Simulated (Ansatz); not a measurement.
P: generalised stacking fault

Computed with DFT r2SCAN, scalar-relativistic, plane waves, PAW (Ansatz 0.2.0). Cutoff 500 eV, Γ-centred 24×24×6 k-points, Gaussian smearing of 0.15 eV. No spin polarisation. Energies are free energies at this smearing, counted from the undisturbed cell; pressure is positive in compression.

Reference structure (relaxed at this level; with this scan's settings it stands at -0.3 GPa; this simple cubic form isn't the usual structure):

```xyz
4
Lattice="-2.4493 0.0000 -0.0054 0.0000 -2.4495 0.0000 -0.0196 0.0000 9.6478" Properties=species:S:1:pos:R:3 pbc="T T T"
P    -2.4664    0.0000    8.4383
P    -2.4566    0.0000    3.6144
P    -0.0024    0.0000    1.2041
P    -0.0123    0.0000    6.0280
```

The cut lies on the cell's a–b face, a (0 0 1) plane (indices in the standard cell, whose axes needn't be the Cartesian ones shown) of area 6.00 Å², between layers 2.41 Å apart. Vector c is tilted by f times 1·a − 1·b (length 3.464 Å) with the atoms' Cartesian places fixed: one unrelaxed fault a cell. The cell is metallic on the mesh throughout.

```
     f  γ (mJ/m²) shear traction, the slope of γ along the slip (GPa)
0.0000          0                                                  0.0
0.0833        130                                                  8.9
0.1667        491                                                 15.4
0.2500        959                                                 16.1
0.3333       1348                                                 10.2
0.4167       1545                                                  3.7
0.5000       1595                                                  0.1
0.5833       1548                                                 -3.8
0.6667       1346                                                -10.4
0.8333        485                                                -15.3
```

Cost: 10 runs of about 10 core-minutes in all, on AMD EPYC 9R45 (Zen 5) (shared hosts).